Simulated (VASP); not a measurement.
# TiO: single point with LDA

TiO:

```
Ti O
1.0
     3.00943    0.00000    0.00000
    -1.50472    2.60625    0.00000
     0.00000    0.00000    2.93706
Ti O
1 1
Cartesian
  0.0000 0.0000 0.0000
  1.5047 0.8687 1.4685
```

The cell comes from a database or a generator and needn't be the stable form of this composition.

- Program: VASP 6.6.1
- Task: single point
- Functional: LDA
- Potentials or basis: VASP PAW LDA potentials, release 64 (Ti_sv, O)
- Cutoff: 520 eV
- k mesh: 7 × 7 × 6
- Occupations: gaussian, width 0.05 eV
- Spin: collinear spin, random start
- Starting moments: [-0.05, 0.0] μB

* Pressure: -38.2 GPa
* Band gap on the k mesh: none (metal or under the smearing width)
* Net moment: 0.00 μB per cell
* Valence electrons inside the program's atomic spheres: Ti 10.16; O 4.92

Stress tensor (GPa, compression positive):
```
-38.85   0.00   0.00
  0.00 -38.85   0.00
  0.00   0.00 -36.77
```

Levels at points of the mesh, in eV from the Fermi level:
Spin up:
| k point | band 6 | band 7 | band 8 | band 9 | band 10 | band 11 | band 12 | band 13 |
| --- | --- | --- | --- | --- | --- | --- | --- | --- |
| (0.00, 0.00, 0.00) | -5.11 | -5.11 | -4.81 | -2.45 | 0.39 | 1.26 | 1.26 | 1.51 |
| (0.00, 0.00, 0.50) | -8.32 | -4.80 | -4.80 | -0.04 | -0.04 | 0.71 | 1.31 | 1.31 |
Spin down:
```tsv
k point	band 6	band 7	band 8	band 9	band 10	band 11	band 12	band 13
(0.00, 0.00, 0.00)	-5.11	-5.11	-4.81	-2.45	0.39	1.26	1.26	1.51
(0.00, 0.00, 0.50)	-8.32	-4.80	-4.80	-0.04	-0.04	0.71	1.31	1.31
```

Wall time 12 s on 1 thread of Intel(R) Xeon(R) Platinum 8375C CPU @ 2.90GHz (Ice Lake), on a shared host, peak memory 0.14 GiB.

Caveat: a pressure of tens of GPa on the cell as given is suspect, and the run, the potentials or the cell itself is likely at fault; semilocal functionals often make such compounds metallic where correlation or magnetic order opens a gap, which also shifts bond lengths.
